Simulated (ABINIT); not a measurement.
# ZnO (zincite) (P6_3mc) in ABINIT: a series of runs

Runs on ZnO (zincite). Level: PBE. Tasks: band structure.

Program: ABINIT 10.8.3 (patched build). These are calculated values, not measurements. Logs are shortened: lines on timing, memory, paths and dates and some standing lists are left out, and cuts for length are marked. The log counts tension as positive stress, the text compression.

**Experimental background.**

From “Electronic structure of alkaline earth and post-transition metal oxides”, 2009, arxiv:0908.1581, for a bulk crystal of ZnO: band gap 3.37 eV.

The runs below are set against these values where they give the same quantity.

### 1 The structure

Symmetry: P6_3mc, No. 186, hexagonal system. The conventional cell has a = 3.249 Å, b = 3.249 Å, c = 5.206 Å, α = 90.00°, β = 90.00°, γ = 120.00°. Zn (site symmetry 3m) is surrounded by 4 O at 1.97 to 1.98 Å. O (site symmetry 3m) has 4 Zn at 1.97 to 1.98 Å as nearest neighbours.

### 2 Band structure, PBE

Contents of run.abi:

```
ndtset 2

pp_dirpath "./"
pseudos "Zn.upf, O.upf"

acell 3.249308 3.249308 5.205709 Angstrom
rprim
     1.0000000000     0.0000000000     0.0000000000
    -0.5000000000     0.8660254038     0.0000000000
     0.0000000000     0.0000000000     1.0000000000
ntypat 2
znucl 30 8
natom 4
typat 1 1 2 2
xred
     0.6666666667     0.3333333333     0.0000000000
     0.3333333333     0.6666666667     0.5000000000
     0.3333333333     0.6666666667     0.8790100000
     0.6666666667     0.3333333333     0.3790100000

ecut 46.0

ixc 11

occopt 3
tsmear 0.00183747

nstep 100

iomode 3
prtwf 0
prteig 0
prtebands 0
enunit 1
prtden1 1
prtvha1 1
prtvclmb1 1
prtpot1 1
prtelf1 1

kptopt1 1
ngkpt1 9 9 5
nshiftk1 1
shiftk1 0.0 0.0 0.0
nband1 32
tolvrs1 1.0e-10

iscf2 -2
getden2 1
nband2 38
nbdbuf2 4
tolwfr2 1.0e-11
kptopt2 -7
ndivsm2 5
prteig2 1
prtvol2 -3
kptbounds2
     0.0000000000     0.0000000000     0.0000000000
     0.5000000000     0.0000000000     0.0000000000
     0.3333333333     0.3333333333     0.0000000000
     0.0000000000     0.0000000000     0.0000000000
     0.0000000000     0.0000000000     0.5000000000
     0.5000000000     0.0000000000     0.5000000000
     0.3333333333     0.3333333333     0.5000000000
     0.0000000000     0.0000000000     0.5000000000
```

Potentials or basis: Ansatz NC PBE.

On the command line:

```bash
abinit run.abi > log 2>&1
```

run.abo:

```text
[... set-up lines left out ...]
 ETOT  1  -450.23764098451    -4.502E+02 3.677E-01 2.768E+03
 ETOT  2  -450.95319197818    -7.156E-01 4.538E-02 6.197E+03
 ETOT  3  -452.14464421361    -1.191E+00 1.930E-02 1.678E+02
 ETOT  4  -452.15714309264    -1.250E-02 3.573E-02 1.213E+02
 ETOT  5  -452.16833898764    -1.120E-02 4.591E-03 3.691E+01
 ETOT  6  -452.17452073313    -6.182E-03 1.445E-03 1.813E+00
 ETOT  7  -452.17479974740    -2.790E-04 3.291E-04 7.128E-01
 ETOT  8  -452.17495772885    -1.580E-04 5.526E-04 6.510E-02
 ETOT  9  -452.17496923028    -1.150E-05 2.911E-04 4.868E-04
 ETOT 10  -452.17496931165    -8.137E-08 4.568E-04 2.414E-06
 ETOT 11  -452.17496931194    -2.881E-10 1.776E-04 1.490E-07
 ETOT 12  -452.17496931197    -3.024E-11 2.528E-04 5.139E-09
 ETOT 13  -452.17496931197    -3.467E-12 7.944E-05 1.726E-10
 ETOT 14  -452.17496931195     1.700E-11 1.056E-04 5.755E-12

 At SCF step   14       vres2   =  5.75E-12 < tolvrs=  1.00E-10 =>converged.

 Compute ELF
--------------------------------------------------------------------------------

 Compute kinetic energy density

 Compute gradient of the electron density
 Electron Localization Function (ELF) [min:0;max:1]
)     Maximum=    8.5233E-01  at reduced coord.    0.4250    0.5750    0.9219
)     Minimum=    1.6711E-03  at reduced coord.    0.6500    0.3250    0.3750
   Integrated=    8.2436E+01

--------------------------------------------------------------------------------
 End of ELF section

 Cartesian components of stress tensor (hartree/bohr^3)
  sigma(1 1)= -1.39960913E-04  sigma(3 2)=  0.00000000E+00
  sigma(2 2)= -1.39960914E-04  sigma(3 1)=  0.00000000E+00
  sigma(3 3)= -1.96469824E-04  sigma(2 1)=  0.00000000E+00

--- !ResultsGS
iteration_state: {dtset: 1, }
comment   : Summary of ground state results
lattice_vectors:
- [  6.1403022,   0.0000000,   0.0000000, ]
- [ -3.0701511,   5.3176577,   0.0000000, ]
- [  0.0000000,   0.0000000,   9.8373643, ]
lattice_lengths: [   6.14030,    6.14030,    9.83736, ]
lattice_angles: [ 90.000,  90.000, 120.000, ] # degrees, (23, 13, 12)
lattice_volume:   3.2120987E+02
convergence: {deltae:  1.700E-11, res2:  5.755E-12, residm:  1.056E-04, diffor: null, }
etotal    :  -4.52174969E+02
entropy   :   0.00000000E+00
fermie    :   1.68792921E-01
cartesian_stress_tensor: # hartree/bohr^3
- [ -1.39960913E-04,   0.00000000E+00,   0.00000000E+00, ]
- [  0.00000000E+00,  -1.39960914E-04,   0.00000000E+00, ]
- [  0.00000000E+00,   0.00000000E+00,  -1.96469824E-04, ]
pressure_GPa:   4.6720E+00
xred      :
- [  6.6667E-01,   3.3333E-01,   0.0000E+00, Zn]
- [  3.3333E-01,   6.6667E-01,   5.0000E-01, Zn]
- [  3.3333E-01,   6.6667E-01,   8.7901E-01,  O]
- [  6.6667E-01,   3.3333E-01,   3.7901E-01,  O]
cartesian_forces: # hartree/bohr
- [ -1.40326394E-27,   8.10174816E-28,  -1.37464867E-03, ]
- [  1.40326394E-27,  -8.10174816E-28,  -1.37464867E-03, ]
- [  1.40326394E-27,   8.10174816E-28,   1.37464867E-03, ]
- [ -1.40326394E-27,  -8.10174816E-28,   1.37464867E-03, ]
force_length_stats: {min:   1.37464867E-03, max:   1.37464867E-03, mean:   1.37464867E-03, }
...

 Integrated electronic density in atomic spheres:
 ------------------------------------------------
 Atom  Sphere_radius  Integrated_density
    1        2.00000         18.16074084
    2        2.00000         18.16074084
    3        2.00000          6.24836773
    4        2.00000          6.24836773
[... 104 lines left out ...]
  1.36E-12  2.89E-12  9.65E-12  4.32E-12  2.31E-12  4.54E-12  8.59E-12  1.52E-12
  2.87E-12  5.74E-12  4.44E-12  4.87E-12  8.95E-12  1.99E-12  8.19E-12  7.02E-12
  1.89E-12  2.39E-12  2.84E-12  8.85E-12  9.14E-12  8.52E-12  2.82E-12  4.71E-12
  1.10E-12  6.36E-12  3.13E-12  3.60E-08  1.54E-06  1.08E-05
 -4.3840E+00 -4.3840E+00 -2.7005E+00 -2.7003E+00 -2.7003E+00 -2.7003E+00
 -2.7003E+00 -2.7003E+00 -5.1047E-01 -4.8353E-01 -5.8401E-02 -5.8401E-02
 -5.6951E-02 -5.3228E-02 -5.1227E-02 -5.1227E-02 -1.6591E-02 -1.6591E-02
 -8.7828E-03 -8.7828E-03  1.5093E-03  1.2203E-01  1.2203E-01  1.4907E-01
  1.5159E-01  1.5159E-01  1.8300E-01  3.4552E-01  4.5662E-01  6.2621E-01
  6.2621E-01  6.7246E-01  6.7289E-01  6.7289E-01  7.5976E-01  8.1975E-01
  8.1976E-01  8.8195E-01
 Non-SCF case, kpt    2 (  0.05556  0.00000  0.00000), residuals and eigenvalues=
[... 700 lines left out ...]
  8.9363E-01  8.9681E-01
 Non-SCF case, kpt   56 (  0.00000  0.00000  0.50000), residuals and eigenvalues=
  1.79E-12  5.29E-12  3.29E-12  6.68E-12  3.60E-12  7.13E-12  3.63E-12  6.03E-12
  3.56E-12  6.43E-12  3.09E-12  7.61E-12  2.53E-12  8.42E-12  5.06E-12  4.99E-12
  3.24E-12  5.47E-12  7.03E-12  3.34E-12  1.88E-12  8.64E-12  3.60E-12  3.03E-12
  4.29E-12  4.81E-12  7.93E-12  7.64E-12  1.22E-12  4.60E-12  2.22E-12  5.28E-12
  2.03E-12  7.52E-12  4.05E-08  3.55E-08  1.12E-10  1.25E-10
 -4.3840E+00 -4.3840E+00 -2.7004E+00 -2.7004E+00 -2.7003E+00 -2.7003E+00
 -2.7003E+00 -2.7003E+00 -4.9736E-01 -4.9736E-01 -6.5682E-02 -6.5682E-02
 -5.5781E-02 -5.5781E-02 -5.5781E-02 -5.5781E-02 -1.1856E-02 -1.1856E-02
 -1.1856E-02 -1.1856E-02  6.9517E-02  6.9517E-02  1.3700E-01  1.3700E-01
  1.3700E-01  1.3700E-01  2.8079E-01  2.8079E-01  5.2545E-01  5.2545E-01
  6.3648E-01  6.3648E-01  6.3648E-01  6.3648E-01  8.2211E-01  8.2211E-01
  8.9462E-01  8.9462E-01

--- !ResultsGS
iteration_state: {dtset: 2, }
comment   : Summary of ground state results
lattice_vectors:
- [  6.1403022,   0.0000000,   0.0000000, ]
- [ -3.0701511,   5.3176577,   0.0000000, ]
- [  0.0000000,   0.0000000,   9.8373643, ]
lattice_lengths: [   6.14030,    6.14030,    9.83736, ]
lattice_angles: [ 90.000,  90.000, 120.000, ] # degrees, (23, 13, 12)
lattice_volume:   3.2120987E+02
convergence: {deltae:  0.000E+00, res2:  0.000E+00, residm:  9.998E-12, diffor:  0.000E+00, }
etotal    :  -4.52174969E+02
entropy   :   0.00000000E+00
fermie    :   1.68792921E-01
cartesian_stress_tensor: null
pressure_GPa: null
xred      :
- [  6.6667E-01,   3.3333E-01,   0.0000E+00, Zn]
- [  3.3333E-01,   6.6667E-01,   5.0000E-01, Zn]
- [  3.3333E-01,   6.6667E-01,   8.7901E-01,  O]
- [  6.6667E-01,   3.3333E-01,   3.7901E-01,  O]
cartesian_forces: null
force_length_stats: {min: null, max: null, mean: null, }
...

 Integrated electronic density in atomic spheres:
 ------------------------------------------------
 Atom  Sphere_radius  Integrated_density
    1        2.00000         18.16074084
    2        2.00000         18.16074084
    3        2.00000          6.24836773
    4        2.00000          6.24836773
================================================================================

 ----iterations are completed or convergence reached----

 Mean square residual over all n,k,spin=   45.872E-13; max=  99.979E-13
 reduced coordinates (array xred) for    4 atoms
       0.666666666667      0.333333333333      0.000000000000
       0.333333333333      0.666666666667      0.500000000000
       0.333333333333      0.666666666667      0.879010000000
       0.666666666667      0.333333333333      0.379010000000

 cartesian coordinates (angstrom) at end:
    1      1.62465400000000     0.93799442425686     0.00000000000000
    2      0.00000000000000     1.87598884851371     2.60285450000000
    3      0.00000000000000     1.87598884851371     4.57587026809000
    4      1.62465400000000     0.93799442425686     1.97301576809000
 length scales=  6.140302218721  6.140302218721  9.837364301173 bohr
              =  3.249308000000  3.249308000000  5.205709000000 angstroms
 Eigenvalues (   eV  ) for nkpt=  56  k points:
 kpt#   1, nband= 38, wtk=  1.00000, kpt=  0.0000  0.0000  0.0000 (reduced coord)
-119.29498 -119.29481  -73.48313  -73.47994  -73.47987  -73.47987  -73.47929  -73.47929
 -13.89048  -13.15740   -1.58916   -1.58916   -1.54971   -1.44840   -1.39397   -1.39397
  -0.45148   -0.45148   -0.23899   -0.23899    0.04107    3.32049    3.32049    4.05639
   4.12508    4.12508    4.97978    9.40216   12.42536   17.04000   17.04000   18.29865
  18.31019   18.31019   20.67404   22.30667   22.30668   23.99920
 kpt#   2, nband= 38, wtk=  1.00000, kpt=  0.0556  0.0000  0.0000 (reduced coord)
-119.29498 -119.29481  -73.48311  -73.47995  -73.47993  -73.47989  -73.47935  -73.47930
 -13.87330  -13.14982   -1.60998   -1.57925   -1.53623   -1.42986   -1.39075   -1.38008
  -0.45853   -0.45271   -0.23735   -0.22474    0.03724    3.20552    3.27834    3.86520
   4.03612    4.10324    5.27775    9.53589   12.42380   16.66170   17.07002   18.05340
  18.35647   18.36658   20.60210   22.02094   22.31517   23.85842
 kpt#   3, nband= 38, wtk=  1.00000, kpt=  0.1111  0.0000  0.0000 (reduced coord)
-119.29497 -119.29480  -73.48303  -73.48010  -73.48000  -73.47995  -73.47954  -73.47934
 -13.82320  -13.12827   -1.66088   -1.55114   -1.50878   -1.41484   -1.33916   -1.33582
  -0.47870   -0.45454   -0.23300   -0.18217    0.02647    2.88078    3.15754    3.43850
   3.97368    4.03923    5.82741    9.90062   12.41795   15.85727   17.15765   17.44598
[... 305 lines left out ...]
   3.61291    3.61291    7.97379    7.97379   14.25532   14.25532   16.65235   16.65235
  17.40677   17.40677   22.51259   22.51259   24.16751   24.18999
 kpt#  55, nband= 38, wtk=  1.00000, kpt=  0.0303  0.0303  0.5000 (reduced coord)
-119.29489 -119.29489  -73.48154  -73.48154  -73.47962  -73.47962  -73.47959  -73.47959
 -13.52234  -13.52234   -1.79614   -1.79614   -1.50997   -1.50997   -1.50658   -1.50658
  -0.32325   -0.32325   -0.32255   -0.32255    1.89098    1.89098    3.64812    3.64812
   3.69940    3.69940    7.73070    7.73070   14.29138   14.29138   17.11459   17.11459
  17.34459   17.34459   22.48843   22.48843   24.31690   24.40340
 kpt#  56, nband= 38, wtk=  1.00000, kpt=  0.0000  0.0000  0.5000 (reduced coord)
-119.29489 -119.29489  -73.48154  -73.48154  -73.47958  -73.47958  -73.47958  -73.47958
 -13.53390  -13.53390   -1.78730   -1.78730   -1.51788   -1.51788   -1.51788   -1.51788
  -0.32262   -0.32262   -0.32262   -0.32262    1.89164    1.89164    3.72798    3.72798
   3.72798    3.72798    7.64081    7.64081   14.29817   14.29817   17.31943   17.31943
  17.31943   17.31943   22.37072   22.37072   24.34384   24.34384

== END DATASET(S) ==============================================================
================================================================================

 -outvars: echo values of variables after computation  --------
            acell      6.1403022187E+00  6.1403022187E+00  9.8373643012E+00 Bohr
           etotal1    -4.5217496931E+02
            fcart1    -1.4032639449E-27  8.1017481630E-28 -1.3746486679E-03
                       1.4032639449E-27 -8.1017481630E-28 -1.3746486679E-03
                       1.4032639449E-27  8.1017481630E-28  1.3746486679E-03
                      -1.4032639449E-27 -8.1017481630E-28  1.3746486679E-03
            rprim      1.0000000000E+00  0.0000000000E+00  0.0000000000E+00
                      -5.0000000000E-01  8.6602540380E-01  0.0000000000E+00
                       0.0000000000E+00  0.0000000000E+00  1.0000000000E+00
           strten1    -1.3996091274E-04 -1.3996091392E-04 -1.9646982448E-04
                       0.0000000000E+00  0.0000000000E+00  0.0000000000E+00
           xangst      1.6246540000E+00  9.3799442426E-01  0.0000000000E+00
                       6.5619490340E-17  1.8759888485E+00  2.6028545000E+00
                       6.5619490340E-17  1.8759888485E+00  4.5758702681E+00
                       1.6246540000E+00  9.3799442426E-01  1.9730157681E+00
             xred      6.6666666667E-01  3.3333333333E-01  0.0000000000E+00
                       3.3333333333E-01  6.6666666667E-01  5.0000000000E-01
                       3.3333333333E-01  6.6666666667E-01  8.7901000000E-01
                       6.6666666667E-01  3.3333333333E-01  3.7901000000E-01
 Calculation completed.
```

Run time: 7.8 min. Hardware: 1 thread of Arm Neoverse V2, shared host; peak memory 0.22 GiB.

Results:

```yaml
Free_energy: -12304.3077 eV
Pressure: 4.7 GPa
Largest_force: 0.071 eV/Å
Band_gap_on_the_k_mesh: 0.85 eV, direct
Band_gap_along_the_path: 0.85 eV, direct
Valence_electrons_inside_the_program's_atomic_spheres: Zn 18.16; O 6.25
```

Forces on the atoms (eV/Å):
```
Zn   0.000  0.000 -0.071
Zn   0.000  0.000 -0.071
O    0.000  0.000  0.071
O    0.000  0.000  0.071
```

Stress tensor (GPa, compression positive):
```
4.12 0.00 0.00
0.00 4.12 0.00
0.00 0.00 5.78
```

Levels at the corners of the path, in eV from the valence-band top:
```
point  band 24  band 25  band 26  band 27  band 28  band 29
    Γ    -0.07     0.00     0.00     0.85     5.28     8.30
    M    -2.26    -1.27    -0.82     5.83     6.91     7.67
    K    -1.91    -1.91    -1.70     7.73     7.74     7.74
    Γ    -0.07     0.00     0.00     0.85     5.28     8.30
    A    -0.40    -0.40    -0.40     3.52     3.52    10.17
    L    -1.49    -1.34    -1.34     5.78     5.78     8.47
    H    -2.67    -1.21    -1.21     8.05     8.05     8.08
    A    -0.40    -0.40    -0.40     3.52     3.52    10.17
```

### 3 Band structure, PBE

run.abi: that of step 2 with these lines changed.

```diff
@@ -3,3 +3,3 @@
 pp_dirpath "./"
-pseudos "Zn.upf, O.upf"
+pseudos "30_Zn_20_1.9_2.3_pbe_n_v1.0.psp8, 08_O_6_1.2_1.4_pbe_n_v1.0.psp8"
 
@@ -20,3 +20,3 @@
 
-ecut 46.0
+ecut 40.0
```

Potentials or basis: SPMS NC PBE v1.0.

On the command line:

```bash
abinit run.abi > log 2>&1
```

Wall time 5.2 min (1 thread of Arm Neoverse V2, shared host); peak memory 0.19 GiB.

The run converged. Its results:

```yaml
Free_energy: -11635.7815 eV
Pressure: 4.9 GPa
Largest_force: 0.073 eV/Å
Band_gap_on_the_k_mesh: 0.89 eV, direct
Band_gap_along_the_path: 0.89 eV, direct
Valence_electrons_inside_the_program's_atomic_spheres: Zn 18.17; O 6.25
```

Forces in eV/Å, atoms in the order of the input:
```
Zn   0.000  0.000 -0.073
Zn   0.000  0.000 -0.073
O    0.000  0.000  0.073
O    0.000  0.000  0.073
```

Stress tensor (GPa, compression positive):
```
4.32 0.00 0.00
0.00 4.32 0.00
0.00 0.00 5.98
```

Levels at the corners of the path, in eV from the valence-band top:
```
point  band 24  band 25  band 26  band 27  band 28  band 29
    Γ    -0.07     0.00     0.00     0.89     5.31     8.32
    M    -2.25    -1.27    -0.81     5.86     6.93     7.69
    K    -1.90    -1.90    -1.69     7.76     7.76     7.76
    Γ    -0.07     0.00     0.00     0.89     5.31     8.32
    A    -0.40    -0.40    -0.40     3.54     3.54    10.21
    L    -1.49    -1.34    -1.34     5.81     5.81     8.48
    H    -2.67    -1.21    -1.21     8.07     8.07     8.11
    A    -0.40    -0.40    -0.40     3.54     3.54    10.21
```

### 4 Comparison with measurements

Step 2. Measured gap of ZnO: 3.37 eV (quoted in “Electronic structure of alkaline earth and post-transition metal oxides”, 2009, arxiv:0908.1581). This calculation gives 0.85 eV (-2.52 eV). So large a miss can be the level of theory's own, or it may mean another phase, state or a wrong row. The value is that of PBE, without temperature or zero-point motion. Semilocal functionals fall short of measured gaps as a rule.

Step 3. Measured gap of ZnO: 3.37 eV (quoted in “Electronic structure of alkaline earth and post-transition metal oxides”, 2009, arxiv:0908.1581). This calculation gives 0.89 eV (-2.48 eV). So large a miss can be the level of theory's own, or it may mean another phase, state or a wrong row. The value is that of PBE, without temperature or zero-point motion. Semilocal functionals fall short of measured gaps as a rule.
